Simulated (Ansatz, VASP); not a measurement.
Fe: VASP beside Ansatz

```
CELL_PARAMETERS angstrom
3.59354 0.00000 0.00000
-1.79677 3.11209 0.00000
0.00000 0.00000 4.80905
ATOMIC_POSITIONS crystal
Fe 0.33333 0.66667 0.46405
Fe 0.66667 0.33333 0.96405
Fe 0.66667 0.33333 0.53595
Fe 0.33333 0.66667 0.03595
```

Alike in both runs: functional PBEsol; k mesh 6 × 6 × 4; occupations gaussian, width 0.1 eV; no spin polarisation.

Ansatz relaxed the structure, and its values are those at the end. VASP's run is a single point on that final structure, the one shown.

|  | VASP | Ansatz |
| --- | --- | --- |
| version | VASP 6.6.1 | Ansatz 0.2.0 |
| potentials or method | VASP PAW PBE potentials, release 64 (Fe) | scalar-relativistic, plane waves, PAW |
| plane-wave cutoff (eV) | 520 | 420 |
| valence electrons in the cell | 32 | 64 |

|  | VASP | Ansatz | Ansatz less VASP |
| --- | --- | --- | --- |
| gap on the k mesh at the Fermi level (eV) | none | none | - |
| pressure (GPa) | -1.8 | -0.3 | +1.49 |
| rms of the force components (eV/Å) | 0.022 | 0.004 | -0.0182 |

A gap of «none» marks a metal or a gap that the smearing closes. With one functional, cell and mesh, what is left measures potentials, basis and numerics. The two sets of potentials don't hold the same shells in valence.

Caveats: the PAW data sets were made with another functional, which shifts forces and pressure a little (VASP); the run has no spin polarisation, though such a crystal can be magnetic. Spin polarisation is off, so any magnetic state and its effect on volume and gap are missing.
